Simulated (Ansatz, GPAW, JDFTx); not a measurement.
**CdS: 3 runs at one level of theory**

```xyz
2
Lattice="0.0000 2.9165 2.9165 2.9165 0.0000 2.9165 2.9165 2.9165 0.0000" Properties=species:S:1:pos:R:3 pbc="T T T"
Cd    0.0000    0.0000    0.0000
S     4.3748    4.3748    4.3748
```

Alike in all runs: task band structure; functional BLYP; k mesh 8 × 8 × 8; occupations fermi-dirac, width 0.05 eV; no spin polarisation; no spin-orbit coupling. Pressure is positive in compression and, in plane waves, holds the error of the finite cutoff. Gaps are the smaller of the mesh's and the band path's.

```tsv
program and potentials	plane-wave cutoff (eV)	notes	band gap (eV)	pressure (GPa)
Ansatz, all-electron LAPW, scalar-relativistic	-	-	1.09	6.12
JDFTx, PseudoDojo-SR-PBE-0.5-standard with smoothed tails	1388	potentials made for PBE; 13 valence electrons an atom on average	1.10	-
GPAW, PAW data sets generated for this functional	600	9 valence electrons an atom on average	?	?
```

Problem. Estimate from the other rows what the run with GPAW, PAW data sets generated for this functional gave.

Solution. Band gap 1.07 eV; pressure 5.86 GPa. The other rows, which needn't bracket it: band gap 1.09 to 1.10; pressure 6.12.
